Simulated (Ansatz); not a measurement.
Hf$_{2}$Si (I4/mcm), a film clamped to a substrate

Computed with DFT PBEsol, scalar-relativistic, plane waves, PAW (Ansatz 0.2.0). The runs took a 420 eV cutoff, a Γ-centred 12×12×12 mesh and Gaussian smearing (0.15 eV). Spin–orbit coupling is left out, which can shift energies with elements as heavy as these. No spin polarisation. Energies are free energies at this smearing, counted from the undisturbed cell; pressure is positive in compression.

The undisturbed cell (relaxed at this level; it needn't be the usual structure):

```
Hf Si
1.0
    -3.25533    3.25533    2.57161
     3.25533   -3.25533    2.57161
     3.25533    3.25533   -2.57161
Hf Si
4 2
Direct
  0.84325 0.65675 0.50000
  0.34325 0.84325 0.18651
  0.15675 0.34325 0.50000
  0.65675 0.15675 0.81349
  0.75000 0.75000 0.00000
  0.25000 0.25000 0.00000
```

The cell (6 atoms, V0 = 109.01 Å³) is strained by p along both x and y and by q along z, fractional coordinates fixed. τp = (1/V0) ∂E/∂p = (σxx + σyy)(1 + p)(1 + q) and τq = (1/V0) ∂E/∂q = σzz(1 + p)², with tension positive.

| p | q | ΔE (meV/atom) | τp (GPa) | τq (GPa) |
| --- | --- | --- | --- | --- |
| 0.000 | 0.000 | 0.00 | 0.01 | -0.05 |
| -0.050 | 0.000 | 111.14 | -40.97 | -10.40 |
| 0.050 | 0.000 | 91.22 | 30.41 | 7.12 |
| 0.000 | -0.050 | 45.91 | -9.05 | -17.10 |
| 0.000 | 0.050 | 35.06 | 7.99 | 11.75 |

Task: Get the second derivatives of the energy density.

Result: Central differences give A = ∂τp/∂p = 714 GPa (C11 + C22 + 2 C12), C = ∂τq/∂q = 288 GPa (C33) and the cross term B = ∂τq/∂p = 175 GPa (C13 + C23); ∂τp/∂q = 170 GPa must equal B, and any difference shows higher-order terms. Steps this large leave an error of some per cent of A or C in all of these, which can swamp a small B. The ions are clamped.

Task: A film of this crystal grows with z along the normal on a substrate that imposes p. How does its thickness respond, and what does the misfit cost?

Result: Count p and q from the stress-free cell. A free surface needs τq = 0, so q = −(B/C) p = -0.61 p. The energy density left is (A − B²/C) p²/2 = M p², with the biaxial modulus M = 304 GPa; a misfit of 1 % costs 3.44 meV/atom, against 4.05 meV/atom if the thickness were held.

At p = 0.050 the energies along q are 92.3 (q = -0.050), 91.2 (q = 0.000), 164.5 (q = 0.050) meV/atom.

Task: Does the linear rule hold at this misfit?

Result: A parabola through the lowest point and its neighbours has its minimum at q = -0.024, 82.5 meV/atom. With the stress left in the starting cell, τp0 and τq0, linear elasticity gives q = −(τq0 + Bp)/C = -0.030 and E = V0(τp0 p + τq0 q + Ap²/2 + Bpq + Cq²/2)/N = 86.3 meV/atom. The two agree within a tenth in energy.

Forces appear on the atoms along this scan, and letting them relax would lower the energy and soften the response. In a metal these slopes depend on the k mesh and the smearing.

The film resists misfit mainly through its in-plane stiffness. Letting the thickness adjust lowers the cost of a 1 % misfit only from 4.05 to 3.44 meV/atom, because the coupling between the plane and the normal is weak beside the biaxial stiffness. The normal contracts too little to conserve volume under in-plane tension, as expected where bonds resist changes in length as well as angle; hybridised Hf d and Si p states probably supply much of that resistance.

Along both strain paths compression costs more than equal extension, since overlap repulsion rises steeply as atoms approach while bonding weakens on stretching. This anharmonicity suggests why the linear rule overestimates both the thinning and the energy at the large tensile misfit, and a compressive misfit of the same size should be underestimated instead. The larger in-plane constant doesn't show that a single in-plane axis is stiffer than the normal, because it combines C11 with C12. Whether a film would stay coherent also depends on the cost of misfit dislocations.
